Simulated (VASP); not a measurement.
Pb:

```
Pb
1.0
     0.00000    3.43900    3.43900
     3.43900    0.00000    3.43900
     3.43900    3.43900    0.00000
Pb
2
Cartesian
  1.7195 1.7195 1.7195
  0.0000 0.0000 0.0000
```

This isn't the form of Pb at room conditions, which is fcc.

| Quantity | Value |
| --- | --- |
| Program | VASP 6.6.1 |
| Task | single point |
| Functional | PBEsol |
| Potentials or basis | VASP PAW PBE potentials, release 64 (Pb_d) |
| Cutoff | 520 eV |
| k mesh | 7 × 7 × 7 |
| Occupations | fermi-dirac, width 0.05 eV |
| Spin | no spin polarisation |

On this cell: pressure 0.4 GPa; largest force zero by symmetry; band gap on the k mesh none (metal or under the smearing width).

The same run follows on a disturbed copy (atoms moved at random, drawn with an rms of 0.05 Å):

```
Pb
1.0
     0.00000    3.43900    3.43900
     3.43900    0.00000    3.43900
     3.43900    3.43900    0.00000
Pb
2
Direct
  0.24233 0.24870 0.24871
  0.00968 0.98262 0.01781
```

**Question.** What does the disturbed cell give?

**Answer.** The energy (extrapolated to zero smearing) moves by +17.9 meV/atom; pressure 0.6 GPa; largest force 0.615 eV/Å; band gap on the k mesh none (metal or under the smearing width).

Forces in eV/Å, atoms in the order of the input:
```
Pb   0.059  0.611  0.037
Pb  -0.059 -0.611 -0.037
```

Stress tensor (GPa, compression positive):
```
0.70 0.10 1.66
0.10 0.32 0.16
1.66 0.16 0.70
```

Caveats: the PAW data sets were made with another functional, which shifts forces and pressure a little.
